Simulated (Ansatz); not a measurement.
Runs of Ansatz 0.2.0 on Te. The structure is monoclinic, space group C2/m (No. 12). The conventional cell has a = 7.641 Å, b = 4.296 Å, c = 5.977 Å, α = 90.00°, β = 90.90°, γ = 90.00°. Around Te (site symmetry 2/m) lie 6 Te at 3.09 to 3.31 Å. Te (site symmetry m) is surrounded by 6 Te at 3.03 to 3.47 Å. This isn't the form of Te at room conditions, which is trigonal, of chains.

```tsv
task	level	potentials or basis	spin	k mesh	cutoff (eV)	smearing	basis error allowed	pressure (GPa)	V0 of scaled cells (Å³/atom)	B0 (GPa)	largest force (eV/Å)
phonons	PBEsol	all-electron LAPW, scalar-relativistic	off	7 × 7 × 5	200	fermi-dirac 0.05 eV	0.002 eV/atom	-	-	-	0.08
band structure	PBEsol	all-electron LAPW, relativistic spinors	SOC, no magnetisation	5 × 5 × 4	183	fermi-dirac 0.05 eV	0.002 eV/atom	-1.5	-	-	0.03
equation of state	LDA	all-electron LAPW, scalar-relativistic	off	7 × 7 × 5	-	fermi-dirac 0.05 eV	0.002 eV/atom	-	30.97	59	-
band structure	PBEsol	all-electron LAPW, scalar-relativistic	off	5 × 5 × 4	183	fermi-dirac 0.05 eV	0.002 eV/atom	-1.8	-	-	0.02
density of states	PBEsol	all-electron PAW datasets made for the crystal	off	7 × 7 × 5	140	fermi-dirac 0.05 eV	-	-1.9	-	-	0.08
band structure	LDA	all-electron LAPW, scalar-relativistic	off	7 × 7 × 5	183	fermi-dirac 0.05 eV	0.002 eV/atom	-2.8	-	-	(a)
band structure	PBEsol	all-electron LAPW, scalar-relativistic	off	7 × 7 × 5	183	fermi-dirac 0.05 eV	0.002 eV/atom	-1.9	-	-	0.08
equation of state	PBEsol	all-electron LAPW, scalar-relativistic	off	7 × 7 × 5	-	fermi-dirac 0.05 eV	0.001 eV/atom	-	31.53	(c)	-
single point	PBEsol	all-electron LAPW, scalar-relativistic	off	4 × 4 × 3	183	fermi-dirac 0.03 eV	0.002 eV/atom	(b)	-	-	0.08
single point	PBEsol	all-electron LAPW, scalar-relativistic	off	7 × 7 × 5	200	fermi-dirac 0.05 eV	0.001 eV/atom	-1.9	-	-	0.08
```

Alike in all rows: cell as given.

Estimate the missing entries.

(a) 0.06; (b) -1.7; (c) 56.

Caveats: the k mesh is thin for a metal, which can move the energy by tens of meV per atom (some runs); the cell was scaled at fixed shape and fractional positions, which overstates the stiffness of a crystal with free parameters, most of all of layers and chains (some runs); a metal's response needs a denser mesh (some runs); some modes are imaginary (some runs); the program warned that the printed levels may be off, so bands, gaps and densities of states are rough (some runs); spin-orbit coupling is left out, which moves the levels of the heavy elements (some runs); an odd mesh through Γ misses points on the zone boundary, where band edges often lie (some runs).

Not every run made on this cell is shown here.
